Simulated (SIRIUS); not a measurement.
Here is a SIRIUS 7.12.0 calculation.

The input run.py:

```python
import json, subprocess
import numpy as np
from ase import Atoms
from ase.io import read
from ase.calculators.calculator import Calculator, all_changes
from ase.units import Bohr, Hartree, GPa
from ase.optimize import BFGS
from ase.filters import FrechetCellFilter

class Sirius(Calculator):
    """Writes sirius.json, runs sirius.scf and reads out.json."""
    implemented_properties = ["energy", "free_energy", "forces", "stress", "magmom"]

    def __init__(self, config, files):
        super().__init__()
        self.config, self.files, self.calls = config, files, 0

    def calculate(self, atoms=None, properties=["energy"], system_changes=all_changes):
        super().calculate(atoms, properties, system_changes)
        symbols = atoms.get_chemical_symbols()
        types = list(dict.fromkeys(symbols))
        order = [i for t in types for i, s in enumerate(symbols) if s == t]
        frac = atoms.get_scaled_positions(wrap=False)
        m = atoms.get_initial_magnetic_moments()
        m = m if m.ndim == 2 else np.c_[0 * m, 0 * m, m]
        spin = self.config["parameters"]["num_mag_dims"] > 0
        rows = {t: [list(frac[i]) + (list(m[i]) if spin else []) for i in order if symbols[i] == t] for t in types}
        cell = {"lattice_vectors": (atoms.cell[:] / Bohr).tolist(), "atom_types": types, "atom_files": self.files, "atoms": rows}
        json.dump({**self.config, "unit_cell": cell}, open("sirius.json", "w"), indent=1)
        self.calls += 1
        with open(f"sirius_{self.calls:03d}.out", "w") as log:
            subprocess.run(["sirius.scf", "--input=sirius.json", "--output=out.json"], stdout=log, stderr=subprocess.STDOUT, check=True)
        gs = json.load(open("out.json"))["ground_state"]
        if not gs["converged"]:
            raise RuntimeError("SCF did not converge")
        self.results = {"energy": gs["energy"]["free"] * Hartree, "free_energy": gs["energy"]["free"] * Hartree}
        if "forces" in gs:
            f = np.zeros((len(atoms), 3))
            f[order] = np.array(gs["forces"]) * Hartree / Bohr
            self.results["forces"] = f
        if "stress" in gs:
            s = np.array(gs["stress"]) * Hartree / Bohr**3
            self.results["stress"] = s.flat[[0, 4, 8, 5, 2, 1]]
        if spin:
            self.results["magmom"] = gs["magnetisation"]["total"][2]

atoms = read("Ta.xyz")

config = {
    "control": {
        "processing_unit": 'cpu',
        "verbosity": 1,
        "print_forces": True,
        "print_stress": True,
    },
    "parameters": {
        "electronic_structure_method": 'pseudopotential',
        "xc_functionals": ['XC_GGA_X_PBE', 'XC_GGA_C_PBE'],
        "gk_cutoff": 7.7,
        "pw_cutoff": 15.4,
        "ngridk": [9, 9, 9],
        "shiftk": [0, 0, 0],
        "smearing": 'fermi_dirac',
        "smearing_width": 0.0018374661,
        "num_bands": 13,
        "num_mag_dims": 0,
        "num_dft_iter": 100,
        "energy_tol": 1e-08,
        "density_tol": 1e-06,
    },
    "iterative_solver": {
        "type": 'davidson',
        "min_tolerance": 1e-10,
    },
    "mixer": {
        "type": 'anderson',
        "beta": 0.7,
        "max_history": 8,
    },
    "settings": {
        "tol_ne": 1e-10,
        "pseudo_grid_cutoff": 6.5,
    },
}
dft = Sirius(config, {'Ta': 'Ta.json'})
atoms.calc = dft
results = {"symbols": atoms.get_chemical_symbols(), "cell": atoms.cell[:].tolist(), "frac": atoms.get_scaled_positions(wrap=False).tolist(), "steps": []}

def note():
    results["steps"].append({"energy": atoms.get_potential_energy(), "cell": atoms.cell[:].tolist(), "positions": atoms.positions.tolist(),
                             "forces": atoms.get_forces().tolist(), "stress": atoms.get_stress().tolist()})
    json.dump(results, open("results.json", "w"))

opt = BFGS(FrechetCellFilter(atoms, scalar_pressure=20.0 * GPa))
opt.attach(note)
results["converged"] = bool(opt.run(fmax=0.02, steps=30))
print("converged:", results["converged"])
print("cell parameters:", atoms.cell.cellpar().round(5))
print("volume per atom (A^3):", round(atoms.get_volume() / len(atoms), 4))
print(atoms.get_scaled_positions().round(6))
json.dump(results, open("results.json", "w"))
```

File Ta.xyz:

```xyz
1
Lattice="-1.6512800000 1.6512800000 1.6512800000 1.6512800000 -1.6512800000 1.6512800000 1.6512800000 1.6512800000 -1.6512800000" Properties=species:S:1:pos:R:3 pbc="T T T"
Ta     0.0000000000      0.0000000000      0.0000000000
```

Potentials or basis: PseudoDojo 0.4.1 PBE standard (scalar relativistic).

Command:

```bash
$ upf_to_json Ta.upf
$ OMP_NUM_THREADS=1 python run.py
```

Estimate the relaxed cell.

a = 2.789 Å, b = 2.789 Å, c = 2.789 Å, α = 109.47°, β = 109.47°, γ = 109.47°.

What does it give for the band gap on the k mesh?

None (metal or under the smearing width).

Estimate the relaxed volume.

16.70 Å³/atom.

The path:
| step | energy change (eV) | largest force (eV/Å) | pressure (GPa) | volume (Å³) |
| --- | --- | --- | --- | --- |
| 1 | 0.0000 | 0.0000 | 3.18 | 18.01 |
| 2 | 0.1012 | 0.0000 | 21.30 | 16.61 |
| 3 | 0.0897 | 0.0000 | 19.86 | 16.70 |

Spin-orbit coupling is left out, which matters for the levels of Ta.
